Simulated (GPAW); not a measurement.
Input of a GPAW 26.7.0 run:

The input run.py:

```python
from ase.dft.bandgap import bandgap
from ase.io import read, write
from ase.units import GPa
from gpaw import GPAW, PW, setup_paths

setup_paths.insert(0, '.')

atoms = read('MgO.xyz')

calc = GPAW(mode=PW(800),
            xc='PBEsol',
            kpts={'size': (11, 11, 11), 'gamma': True},
            occupations={'name': 'methfessel-paxton', 'order': 0, 'width': 0.02},
            nbands=16,
            convergence={'density': 1e-05, 'energy': 1e-05},
            maxiter=150,
            txt='gpaw.txt')
atoms.calc = calc
energy = atoms.get_potential_energy()
forces = atoms.get_forces()
stress = atoms.get_stress()
calc.write('gs.gpw')
write('result.traj', atoms)
print(f'Energy: {energy:.6f} eV')
print('Forces (eV/A):')
print(forces.round(4))
print('Stress (GPa):', (stress / GPa).round(3))
print('Fermi level:', round(calc.get_fermi_level(), 4), 'eV')
print(f'Gap: {bandgap(calc)[0]:.4f} eV, direct: {bandgap(calc, direct=True)[0]:.4f} eV')
```

MgO.xyz

```xyz
2
Lattice="0.0000000000 2.0970013927 2.0970013927 2.0970013927 0.0000000000 2.0970013927 2.0970013927 2.0970013927 0.0000000000" Properties=species:S:1:pos:R:3 pbc="T T T"
Mg     0.0000000000      0.0000000000      0.0000000000
O      2.0970013927      2.0970013927      2.0970013927
```

Potentials or basis: PAW data sets generated in the run's folder for this functional, pw.

Run with:

```sh
$ gpaw-setup -f PBEsol Mg O
$ OMP_NUM_THREADS=1 python run.py
```

(1) Estimate the pressure.

(2) Predict the band gap on the k mesh.

## Answers

(1) 3.1 GPa.

(2) 4.78 eV, direct.

**The experiment to reproduce.**

“Electronic structure of alkaline earth and post-transition metal oxides”, 2009, arxiv:0908.1581 quotes, for a bulk crystal of MgO: band gap 7.83 eV.

Measured gap of MgO: 7.83 eV (quoted in “Electronic structure of alkaline earth and post-transition metal oxides”, 2009, arxiv:0908.1581). This calculation gives 4.78 eV (-3.05 eV). The value is that of PBEsol, without temperature or zero-point motion. Semilocal functionals fall short of measured gaps as a rule. The cell is a database's relaxed one, not the measured one, which moves gaps too.
